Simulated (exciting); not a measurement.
# AlN (F-43m) in exciting: settings compared

Aim: see how the results for AlN move with the level of theory and the settings. Levels: PBE, LDA. Tasks: band structure.

Program: exciting (release sodium). These are calculated values, not measurements. Logs are shortened: lines on timing, memory, paths and dates and some standing lists are left out, and cuts for length are marked.

### Step 1. Starting point

It takes space group F-43m (No. 216, cubic). Conventional cell: a = 4.368 Å, b = 4.368 Å, c = 4.368 Å, α = 90.00°, β = 90.00°, γ = 90.00°. Al (site symmetry -43m) has 4 N at 1.89 Å as nearest neighbours. Around N (site symmetry -43m) lie 4 Al at 1.89 Å.

Measurements of this composition are mostly on another form, of space group No. 186.

### Step 2. Band structure, PBE

Contents of input.xml:

```xml
<input>
  <title>AlN</title>
  <structure speciespath="./" tshift="false">
    <crystal scale="1">
      <basevect>0.000000000000 4.127149685591 4.127149685591</basevect>
      <basevect>4.127149685591 0.000000000000 4.127149685591</basevect>
      <basevect>4.127149685591 4.127149685591 0.000000000000</basevect>
    </crystal>
    <species speciesfile="Al.xml" rmt="2">
      <atom coord="0.000000000000 0.000000000000 0.000000000000"/>
    </species>
    <species speciesfile="N.xml" rmt="1.45">
      <atom coord="0.250000000000 0.250000000000 0.250000000000"/>
    </species>
  </structure>
  <groundstate do="fromscratch" ngridk="10 10 10" rgkmax="7.5" gmaxvr="14" lmaxapw="10" lmaxmat="10" lmaxvr="8" xctype="GGA_PBE" stype="Fermi Dirac" swidth="0.00183747" nempty="10" ValenceRelativity="iora*" epsengy="1e-05" epspot="1e-05" maxscl="60" outputlevel="normal"/>
  <properties>
    <bandstructure>
      <plot1d>
        <path steps="80">
          <point coord="0 0 0" label="G"/>
          <point coord="0.5 0 0.5" label="X"/>
          <point coord="0.5 0.25 0.75" label="W"/>
          <point coord="0.375 0.375 0.75" label="K"/>
          <point coord="0 0 0" label="G"/>
          <point coord="0.5 0.5 0.5" label="L"/>
          <point coord="0.625 0.25 0.625" label="U"/>
          <point coord="0.5 0.25 0.75" label="W"/>
          <point coord="0.5 0.5 0.5" label="L"/>
          <point coord="0.375 0.375 0.75" label="K" breakafter="true"/>
          <point coord="0.625 0.25 0.625" label="U"/>
          <point coord="0.5 0 0.5" label="X"/>
        </path>
      </plot1d>
    </bandstructure>
  </properties>
</input>
```

Potentials or basis: all-electron LAPW+lo, shipped species files, valence relativity iora*.

Command:

```console
$ OMP_NUM_THREADS=1 exciting_smp
```

INFO.OUT:

```text
================================================================================
EXCITING SODIUM started
[... 10 lines left out ...]

 Lattice vectors (cartesian) :
      0.0000000000      4.1271496856      4.1271496856
      4.1271496856      0.0000000000      4.1271496856
      4.1271496856      4.1271496856      0.0000000000

 Reciprocal lattice vectors (cartesian) :
     -0.7612015296      0.7612015296      0.7612015296
      0.7612015296     -0.7612015296      0.7612015296
      0.7612015296      0.7612015296     -0.7612015296

 Unit cell volume                           :     140.5984901066
 Brillouin zone volume                      :       1.7642452153

 Species :    1 (Al)
     parameters loaded from                 :    Al.xml
     name                                   :    aluminium
     nuclear charge                         :     -13.00000000
     electronic charge                      :      13.00000000
     atomic mass                            :   49184.33493000
     muffin-tin radius                      :       2.00000000
     # of radial points in muffin-tin       :     300

     atomic positions (lattice) :
       1 :   0.00000000  0.00000000  0.00000000

 Species :    2 (N)
     parameters loaded from                 :    N.xml
     name                                   :    nitrogen
     nuclear charge                         :      -7.00000000
     electronic charge                      :       7.00000000
     atomic mass                            :   25532.72506000
     muffin-tin radius                      :       1.45000000
     # of radial points in muffin-tin       :     250

     atomic positions (lattice) :
       1 :   0.25000000  0.25000000  0.25000000

 Total number of atoms per unit cell        :       2

 Spin treatment                             :    spin-unpolarised

 Number of Bravais lattice symmetries       :      48
 Number of crystal symmetries               :      24

 k-point grid                               :      10   10   10
 Total number of k-points                   :      73
 k-point set is reduced with crystal symmetries

 R^MT_min * |G+k|_max (rgkmax)              :       7.50000000
 Species with R^MT_min                      :       2 (N)
 Maximum |G+k| for APW functions            :       5.17241379
 Maximum |G| for potential and density      :      14.00000000

 G-vector grid sizes                        :      27    27    27
 Total number of G-vectors                  :    6423

 Maximum angular momentum used for
     APW functions                          :      10
     computing H and O matrix elements      :      10
     potential and density                  :       8
     inner part of muffin-tin               :       2

 Total nuclear charge                       :     -20.00000000
 Total electronic charge                    :      20.00000000
 Total core charge                          :       6.00000000
 Total valence charge                       :      14.00000000

 Number of empty states                     :      10
 Total number of valence states             :      18

 Maximum Hamiltonian size                   :     353
 Maximum number of plane-waves              :     342
 Total number of local-orbitals             :      11

 Exchange-correlation type                  :      20
[... 23 lines left out ...]
+ SCF iteration number :    1                                                  +
++++++++++++++++++++++++++++++++++++++++++++++++++++++++++++++++++++++++++++++++
 Total energy                               :      -300.14354965
 _______________________________________________________________
 Fermi energy                               :         0.20840700
 Kinetic energy                             :       297.13978327
 Coulomb energy                             :      -571.34370450
 Exchange energy                            :       -25.20080749
 Correlation energy                         :        -0.73882093

 DOS at Fermi energy (states/Ha/cell)       :         0.00000000

 Electron charges :
     core                                   :         6.00000000
     core leakage                           :         0.00143075
     valence                                :        14.00000000
     interstitial                           :         2.90223554
     charge in muffin-tin spheres :
                  atom     1    Al          :        10.87444799
                  atom     2     N          :         6.22331646
     total charge in muffin-tins            :        17.09776446
     total charge                           :        20.00000000

 Estimated fundamental gap                  :         0.22400230
        valence-band maximum at    1      0.0000  0.0000  0.0000
     conduction-band minimum at    1      0.0000  0.0000  0.0000

++++++++++++++++++++++++++++++++++++++++++++++++++++++++++++++++++++++++++++++++
+ SCF iteration number :    2                                                  +
++++++++++++++++++++++++++++++++++++++++++++++++++++++++++++++++++++++++++++++++
 Total energy                               :      -298.60044640
 _______________________________________________________________
 Fermi energy                               :         0.25549058
 Kinetic energy                             :       297.76422562
 Coulomb energy                             :      -570.62688284
 Exchange energy                            :       -24.99240162
 Correlation energy                         :        -0.74538756
[... 483 lines left out ...]
 Electron charges :
     core                                   :         6.00000000
     core leakage                           :         0.00138193
     valence                                :        14.00000000
     interstitial                           :         3.32147401
     charge in muffin-tin spheres :
                  atom     1    Al          :        11.10274488
                  atom     2     N          :         5.57578112
     total charge in muffin-tins            :        16.67852599
     total charge                           :        20.00000000

 Estimated fundamental gap                  :         0.12219149
        valence-band maximum at    1      0.0000  0.0000  0.0000
     conduction-band minimum at   41      0.5000  0.5000  0.0000

 RMS change in effective potential (target) :  0.328312E-07  ( 0.100000E-04)
 Absolute change in total energy   (target) :  0.340219E-06  ( 0.100000E-04)
 Charge distance                   (target) :  0.144229E-07  ( 0.100000E-04)

++++++++++++++++++++++++++++++++++++++++++++++++++++++++++++++++++++++++++++++++
| Convergency criteria checked for the last 2 iterations                       +
| Convergence targets achieved. Performing final SCF iteration                 +
++++++++++++++++++++++++++++++++++++++++++++++++++++++++++++++++++++++++++++++++
 Total energy                               :      -297.68221254
 _______________________________________________________________
 Fermi energy                               :         0.27595188
 Kinetic energy                             :       298.04832697
 Coulomb energy                             :      -570.10445229
 Exchange energy                            :       -24.87615686
 Correlation energy                         :        -0.74993036

 DOS at Fermi energy (states/Ha/cell)       :         0.00000000

 Electron charges :
     core                                   :         6.00000000
     core leakage                           :         0.00138193
     valence                                :        14.00000000
     interstitial                           :         3.32147400
     charge in muffin-tin spheres :
                  atom     1    Al          :        11.10274487
                  atom     2     N          :         5.57578113
     total charge in muffin-tins            :        16.67852600
     total charge                           :        20.00000000

 Estimated fundamental gap                  :         0.12219149
        valence-band maximum at    1      0.0000  0.0000  0.0000
     conduction-band minimum at   41      0.5000  0.5000  0.0000

++++++++++++++++++++++++++++++++++++++++++++++++++++++++++++++++++++++++++++++++
[... 9 lines left out ...]
| EXCITING SODIUM stopped                                                      =
================================================================================
```

stdout:

```text
Info(bandstr):
 band structure plot written to BAND.OUT

 Fermi energy is at zero in plot

 Vertex location lines written to BANDLINES.OUT
```

LINENGY.OUT:

```text
Species :    1 (Al), atom :    1
 APW functions :
  l =  0, order =  1 :   0.2325000000
  l =  1, order =  1 :   0.6450000000
  l =  2, order =  1 :   0.1500000000
  l =  2, order =  2 :   0.1500000000
  l =  3, order =  1 :   0.1500000000
  l =  3, order =  2 :   0.1500000000
[... 12 lines left out ...]
  l = 10, order =  1 :   0.1500000000
  l = 10, order =  2 :   0.1500000000
 local-orbital functions :
  l.o. =  1, l =  0, order =  1 :   0.2325000000
  l.o. =  1, l =  0, order =  2 :   0.2325000000
  l.o. =  2, l =  1, order =  1 :   0.6450000000
  l.o. =  2, l =  1, order =  2 :   0.6450000000
  l.o. =  3, l =  1, order =  1 :   0.6450000000
  l.o. =  3, l =  1, order =  2 :   0.6450000000
  l.o. =  3, l =  1, order =  3 :   -2.054900000

Species :    2 (N), atom :    1
 APW functions :
  l =  0, order =  1 :   0.1500000000
  l =  1, order =  1 :   0.1500000000
  l =  2, order =  1 :   0.1500000000
  l =  2, order =  2 :   0.1500000000
  l =  3, order =  1 :   0.1500000000
  l =  3, order =  2 :   0.1500000000
[... 12 lines left out ...]
  l = 10, order =  1 :   0.1500000000
  l = 10, order =  2 :   0.1500000000
 local-orbital functions :
  l.o. =  1, l =  0, order =  1 :   0.1500000000
  l.o. =  1, l =  0, order =  2 :   0.1500000000
  l.o. =  2, l =  1, order =  1 :   0.1500000000
  l.o. =  2, l =  1, order =  2 :   0.1500000000
```

Wall time 2.8 min (1 thread of Arm Neoverse V2, shared host); peak memory 0.12 GiB.

Results:

```
Free energy                                       : -8100.3457 eV
Band gap on the k mesh                            : 3.32 eV, indirect (least direct gap 4.20 eV)
Band gap along the path                           : 3.33 eV, indirect (least direct gap 4.20 eV)
All electrons inside the program's atomic spheres : Al 11.10; N 5.58 (radii Al 2.0, N 1.45 bohr)
```

Levels at the corners of the path, in eV from the valence-band top:
| point | band 4 | band 5 | band 6 | band 7 | band 8 | band 9 | band 10 | band 11 |
| --- | --- | --- | --- | --- | --- | --- | --- | --- |
| Γ | -14.98 | 0.00 | 0.00 | 0.00 | 4.20 | 12.56 | 12.56 | 12.56 |
| X | -12.29 | -4.90 | -1.77 | -1.77 | 3.33 | 8.62 | 13.97 | 15.74 |
| W | -12.24 | -3.78 | -3.43 | -2.69 | 6.05 | 11.44 | 11.98 | 12.18 |
| K | -12.31 | -4.25 | -3.63 | -1.37 | 5.17 | 10.11 | 13.08 | 14.18 |
| Γ | -14.98 | 0.00 | 0.00 | 0.00 | 4.20 | 12.56 | 12.56 | 12.56 |
| L | -12.93 | -5.85 | -0.48 | -0.48 | 7.38 | 9.87 | 11.15 | 11.15 |
| U | -12.31 | -4.25 | -3.63 | -1.37 | 5.17 | 10.11 | 13.08 | 14.18 |
| W | -12.24 | -3.78 | -3.43 | -2.69 | 6.05 | 11.44 | 11.98 | 12.18 |
| L | -12.93 | -5.85 | -0.48 | -0.48 | 7.38 | 9.87 | 11.15 | 11.15 |
| K | -12.31 | -4.25 | -3.63 | -1.37 | 5.17 | 10.11 | 13.08 | 14.18 |
| U | -12.31 | -4.25 | -3.63 | -1.37 | 5.17 | 10.11 | 13.08 | 14.18 |
| X | -12.29 | -4.90 | -1.77 | -1.77 | 3.33 | 8.62 | 13.97 | 15.74 |

### Step 3. Band structure, LDA

Changes to input.xml since step 2:

```diff
@@ -15,3 +15,3 @@
   </structure>
-  <groundstate do="fromscratch" ngridk="10 10 10" rgkmax="7.5" gmaxvr="14" lmaxapw="10" lmaxmat="10" lmaxvr="8" xctype="GGA_PBE" stype="Fermi Dirac" swidth="0.00183747" nempty="10" ValenceRelativity="iora*" epsengy="1e-05" epspot="1e-05" maxscl="60" outputlevel="normal"/>
+  <groundstate do="fromscratch" ngridk="10 10 10" rgkmax="7.5" gmaxvr="14" lmaxapw="10" lmaxmat="10" lmaxvr="8" xctype="LDA_PW" stype="Fermi Dirac" swidth="0.00183747" nempty="10" ValenceRelativity="iora*" epsengy="1e-05" epspot="1e-05" maxscl="60" outputlevel="normal"/>
   <properties>
@@ -35,2 +35,3 @@
     </bandstructure>
+    <dos nwdos="300" winddos="-0.6 0.5" inttype="tetra" ngrdos="100" nsmdos="0"/>
   </properties>
```

Potentials or basis: all-electron LAPW+lo, shipped species files, valence relativity iora*.

Command:

```console
$ OMP_NUM_THREADS=1 exciting_smp
```

INFO.OUT:

```text
================================================================================
EXCITING SODIUM started
[... 10 lines left out ...]

 Lattice vectors (cartesian) :
      0.0000000000      4.1271496856      4.1271496856
      4.1271496856      0.0000000000      4.1271496856
      4.1271496856      4.1271496856      0.0000000000

 Reciprocal lattice vectors (cartesian) :
     -0.7612015296      0.7612015296      0.7612015296
      0.7612015296     -0.7612015296      0.7612015296
      0.7612015296      0.7612015296     -0.7612015296

 Unit cell volume                           :     140.5984901066
 Brillouin zone volume                      :       1.7642452153

 Species :    1 (Al)
     parameters loaded from                 :    Al.xml
     name                                   :    aluminium
     nuclear charge                         :     -13.00000000
     electronic charge                      :      13.00000000
     atomic mass                            :   49184.33493000
     muffin-tin radius                      :       2.00000000
     # of radial points in muffin-tin       :     300

     atomic positions (lattice) :
       1 :   0.00000000  0.00000000  0.00000000

 Species :    2 (N)
[... 37 lines left out ...]
 Total electronic charge                    :      20.00000000
 Total core charge                          :       6.00000000
 Total valence charge                       :      14.00000000

 Number of empty states                     :      10
 Total number of valence states             :      18

 Maximum Hamiltonian size                   :     353
 Maximum number of plane-waves              :     342
 Total number of local-orbitals             :      11

 Exchange-correlation type                  :       3
     Perdew-Wang, Phys. Rev. B 45, 13244 (1992)

 Smearing scheme                            :    Fermi-Dirac
[... 19 lines left out ...]
+ SCF iteration number :    1                                                  +
++++++++++++++++++++++++++++++++++++++++++++++++++++++++++++++++++++++++++++++++
 Total energy                               :      -298.51831103
 _______________________________________________________________
 Fermi energy                               :         0.20446467
 Kinetic energy                             :       295.45234669
 Coulomb energy                             :      -569.39007504
 Exchange energy                            :       -23.09109188
 Correlation energy                         :        -1.48949081
[... 366 lines left out ...]
 RMS change in effective potential (target) :  0.228001E-08  ( 0.100000E-04)
 Absolute change in total energy   (target) :  0.213948E-07  ( 0.100000E-04)
 Charge distance                   (target) :  0.169141E-08  ( 0.100000E-04)

++++++++++++++++++++++++++++++++++++++++++++++++++++++++++++++++++++++++++++++++
| Convergency criteria checked for the last 2 iterations                       +
| Convergence targets achieved. Performing final SCF iteration                 +
++++++++++++++++++++++++++++++++++++++++++++++++++++++++++++++++++++++++++++++++
 Total energy                               :      -296.42231585
 _______________________________________________________________
 Fermi energy                               :         0.26418249
 Kinetic energy                             :       296.30948372
 Coulomb energy                             :      -568.43401705
 Exchange energy                            :       -22.82140848
 Correlation energy                         :        -1.47637404
[... 14 lines left out ...]
 Estimated fundamental gap                  :         0.11902006
        valence-band maximum at    1      0.0000  0.0000  0.0000
     conduction-band minimum at   41      0.5000  0.5000  0.0000

++++++++++++++++++++++++++++++++++++++++++++++++++++++++++++++++++++++++++++++++
[... 9 lines left out ...]
| EXCITING SODIUM stopped                                                      =
================================================================================
```

Run time: 2.2 min. Hardware: 1 thread of Arm Neoverse V2, shared host; peak memory 0.12 GiB.

What came out:

```
Free energy                                       : -8066.0621 eV
Band gap on the k mesh                            : 3.24 eV, indirect (least direct gap 4.23 eV)
Band gap along the path                           : 3.24 eV, indirect (least direct gap 4.23 eV)
All electrons inside the program's atomic spheres : Al 11.12; N 5.56 (radii Al 2.0, N 1.45 bohr)
```

Levels at the corners of the path, in eV from the valence-band top:
| point | band 4 | band 5 | band 6 | band 7 | band 8 | band 9 | band 10 | band 11 |
| --- | --- | --- | --- | --- | --- | --- | --- | --- |
| Γ | -14.83 | 0.00 | 0.00 | 0.00 | 4.23 | 12.34 | 12.34 | 12.34 |
| X | -12.04 | -4.96 | -1.79 | -1.79 | 3.24 | 8.41 | 13.75 | 15.50 |
| W | -11.98 | -3.83 | -3.47 | -2.73 | 5.97 | 11.25 | 11.83 | 11.97 |
| K | -12.06 | -4.30 | -3.67 | -1.39 | 5.08 | 9.94 | 12.88 | 13.98 |
| Γ | -14.83 | 0.00 | 0.00 | 0.00 | 4.23 | 12.34 | 12.34 | 12.34 |
| L | -12.70 | -5.90 | -0.49 | -0.49 | 7.26 | 9.77 | 10.98 | 10.98 |
| U | -12.06 | -4.30 | -3.67 | -1.39 | 5.08 | 9.94 | 12.88 | 13.98 |
| W | -11.98 | -3.83 | -3.47 | -2.73 | 5.97 | 11.25 | 11.83 | 11.97 |
| L | -12.70 | -5.90 | -0.49 | -0.49 | 7.26 | 9.77 | 10.98 | 10.98 |
| K | -12.06 | -4.30 | -3.67 | -1.39 | 5.08 | 9.94 | 12.88 | 13.98 |
| U | -12.06 | -4.30 | -3.67 | -1.39 | 5.08 | 9.94 | 12.88 | 13.98 |
| X | -12.04 | -4.96 | -1.79 | -1.79 | 3.24 | 8.41 | 13.75 | 15.50 |

States per cell in windows of 1 eV (zero at the valence-band top; states under -8 eV left out):
| from (eV) | total |
| --- | --- |
| -8.0 | 0.00 |
| -7.0 | 0.00 |
| -6.0 | 0.29 |
| -5.0 | 1.22 |
| -4.0 | 0.54 |
| -3.0 | 0.86 |
| -2.0 | 1.56 |
| -1.0 | 1.50 |
| 0.0 | 0.00 |
| 1.0 | 0.00 |
| 2.0 | 0.00 |
| 3.0 | 0.05 |
| 4.0 | 0.19 |
| 5.0 | 0.43 |
| 6.0 | 0.75 |
| 7.0 | 0.57 |

LDA gaps usually lie below the measured ones, often by a third to a half.
